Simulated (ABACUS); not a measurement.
Crystal: Nb.

```
CELL_PARAMETERS angstrom
1.66395 1.66395 1.66395
-1.66395 1.66395 1.66395
-1.66395 -1.66395 1.66395
ATOMIC_POSITIONS crystal
Nb 0.00000 0.00000 0.00000
```

Base run:

- Program: ABACUS 3.10.1
- Functional: RPBE
- Potentials or basis: SG15 ONCV 1.2 PBE
- Cutoff: 1116 eV
- Density cutoff: 4463 eV
- Basis: plane waves
- k mesh: 9 × 9 × 9
- Occupations: fermi-dirac, width 0.05 eV
- Spin: no spin polarisation

Its results: band gap on the k mesh none (metal or under the smearing width); pressure -0.3 GPa.

**Question.** The run is repeated on the same cell with these changes: functional from RPBE to r2SCAN; cutoff from 1116 eV to 1293 eV; density cutoff from 4463 eV to 5170 eV; k mesh from 9 × 9 × 9 to 7 × 7 × 7. What comes out?

**Answer.** Band gap on the k mesh none (metal or under the smearing width); pressure -2.4 GPa.

Several settings changed at once, so the effect can't be laid on one alone.

Caveats: some runs use coarse meshes; the potentials were made for another functional, which shifts forces and pressure.
